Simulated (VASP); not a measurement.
Runs of VASP 6.6.1 on Al. It takes space group P6_3/mmc (No. 194, hexagonal). Conventional cell: a = 2.864 Å, b = 2.864 Å, c = 4.677 Å, α = 90.00°, β = 90.00°, γ = 120.00°. Around Al (site symmetry -6m2) lie 12 Al at 2.86 Å. The cell was built by a generator and needn't be a form met in nature.

```tsv
task	level	cell	k mesh	cutoff (eV)	exchange at q = 0	grid for exact exchange (PRECFOCK)	screening parameter	gap on the mesh (eV)	pressure (GPa)
relaxation of cell and atoms	PBE	relaxed	8 × 8 × 4	600	-	-	-	none	-0.1
single point	PBE	P6_3/mmc, 16.61 Å³/atom	8 × 8 × 4	520	-	-	-	none	0.2
single point	HSE06	P6_3/mmc, 16.5 Å³/atom	8 × 8 × 6	520	truncated	Normal	0.2079 1/A	none	(a)
single point	HSE06	P6_3/mmc, 16.43 Å³/atom	8 × 8 × 6	520	truncated	Normal	0.2079 1/A	none	0.0
```

Alike in all rows: potentials or basis VASP PAW PBE potentials, release 64 (Al); no spin polarisation; smearing gaussian 0.05 eV.

Fill in the values left out.

(a) -0.3.

Caveats: the PAW data sets were made with another functional, which shifts forces and pressure a little (some runs).

A gap of «none» marks a metal or a gap under the smearing width.
